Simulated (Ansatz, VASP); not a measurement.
Two plane-wave programs on Fe

```
CELL_PARAMETERS angstrom
-1.41594 1.41594 1.41594
1.41594 -1.41594 1.41594
1.41594 1.41594 -1.41594
ATOMIC_POSITIONS crystal
Fe 0.00000 0.00000 0.00000
```

Alike in both runs: functional PBE; k mesh 20 × 20 × 20; occupations gaussian, width 0.1 eV; collinear spin.

Ansatz relaxed the structure, and its values are those at the end. VASP's run is a single point on that final structure, the one shown.

|  | VASP | Ansatz |
| --- | --- | --- |
| version | VASP 6.6.1 | Ansatz 0.2.0 |
| potentials or method | VASP PAW PBE potentials, release 64 (Fe) | scalar-relativistic, plane waves, PAW |
| plane-wave cutoff (eV) | 520 | 420 |
| valence electrons in the cell | 8 | 16 |

```tsv
	VASP	Ansatz	Ansatz less VASP
gap on the k mesh at the Fermi level (eV)	none	none	-
pressure (GPa)	0.0	0.0	-0.08
net moment per atom (μB)	2.20	2.17	-0.027
size of the moment on the site where the two differ most (μB)	2.19	2.22	+0.022
```

Site moments also hang on the region over which each program counts them. A gap of «none» marks a metal or a gap that the smearing closes. The functional is the same, so the differences come from potentials, cutoffs and numerics. The two sets of potentials don't hold the same shells in valence.
